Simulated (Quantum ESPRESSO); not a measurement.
**GaN under changes of volume**

One of the cells (11.444 Å³/atom); the others are scaled copies at fixed shape and fractional positions:

```xyz
2
Lattice="0.0000 2.2535 2.2535 2.2535 0.0000 2.2535 2.2535 2.2535 0.0000" Properties=species:S:1:pos:R:3 pbc="T T T"
Ga    0.0000    0.0000    0.0000
N     1.1268    1.1268    1.1268
```

The cell is a database's computed one.

| Property | Result |
| --- | --- |
| Program | Quantum ESPRESSO 7.5 |
| Functional | r2SCAN |
| Potentials or basis | SG15 PBE 1.2 |
| Cutoff | 1197 eV |
| Density cutoff | 4789 eV |
| k mesh | 8 × 8 × 8 |
| Occupations | fermi-dirac, width 0.05 eV |
| Spin | no spin polarisation |

```csv
volume (Å³/atom),energy over the lowest point (meV/atom),pressure (GPa),gap on the mesh (eV)
10.757,17.50,10.8,2.29
10.986,5.53,6.0,2.15
11.215,0.00,1.7,2.01
11.444,0.27,-2.1,1.87
11.673,5.76,-5.6,1.73
11.902,15.97,-8.7,1.60
12.131,?,?,?
```

Task: What does the run at 12.131 Å³/atom give?

Result: Energy over the lowest point 30.46 meV/atom; pressure -11.6 GPa; gap on the mesh 1.47 eV.

Worked out: A Birch-Murnaghan fit of order 3 (a polynomial in V^(-2/3)) to the other rows has its minimum at 11.32 Å³/atom with B0 = V·E''(V) = 191 GPa and B' = 4.1. It gives 30.43 meV/atom at 12.131 Å³/atom, against the run's 30.46, and -dE/dV = -11.5 GPa, against -11.6. A straight line through the other rows of the gap, of slope -6.85 eV per unit of ln V (its deformation potential), extrapolates to 1.47 eV, against the run's 1.47.

Energies are extrapolated to zero smearing.

Caveats: the potentials were made for another functional, which shifts forces and pressure.

Spin-orbit coupling on Ga is left out.
